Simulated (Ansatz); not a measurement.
**Compressing PbS: a fit and a missing row**

PbS, P-6m2, a = 4.009 Å, c = 3.770 Å. This isn't the usual stable structure of the compound. Ansatz: PBE+D3(BJ), PAW, 420 eV, Γ-centred 12×12×12 mesh on 2 atoms, Gaussian smearing 0.10 eV; no spin polarisation. Shape and atoms are relaxed at each volume; pressure is positive in compression.

```tsv
V (Å³/atom)	P (GPa)
23.088	?
23.875	5.29
24.663	3.29
25.450	1.60
26.237	0.00
27.024	-1.38
27.811	-2.55
28.860	-3.76
```

**Question.** Take V0 = 26.237 Å³/atom, fit the third-order Birch–Murnaghan form to the other rows, and predict the missing pressure.

**Answer.** With the Eulerian strain f = ½[(V0/V)^(2/3) − 1] and y = P/[3f(1 + 2f)^(5/2)], the form is the line y = B0 + 1.5 B0 (B0′ − 4) f. Rows (f, y): 0.03246, 46.4; 0.02105, 47.0; 0.01026, 49.4; -0.00976, 49.5; -0.01905, 49.2; -0.03077, 47.7. Means f = 0.0006983, y = 48.200; Σ(Δf)² = 0.003004, ΣΔfΔy = -0.08773; the slope is their ratio. y = 48.22 − 29.20 f GPa, so B0 = 48.2 GPa and B0′ = 4 + 2 × (-29.20)/(3 × 48.22) = 3.60. At V = 23.088, f = 0.04449, y = 46.92 and P = 7.75 GPa. The run gave 7.79 GPa, so the fit is 0.04 GPa too low, within the rms miss on the fitted rows (0.07 GPa).

In 2 of the 8 runs an atom lies near a switch of its D3 coefficient C6 between reference coordination numbers, so the dispersion energy changes steeply there and can bend the curve. Spin–orbit coupling is left out, which can shift energies with elements as heavy as these.

Cost: 8 runs of about 5.8 core-minutes in all, on Arm Neoverse V2 (shared hosts).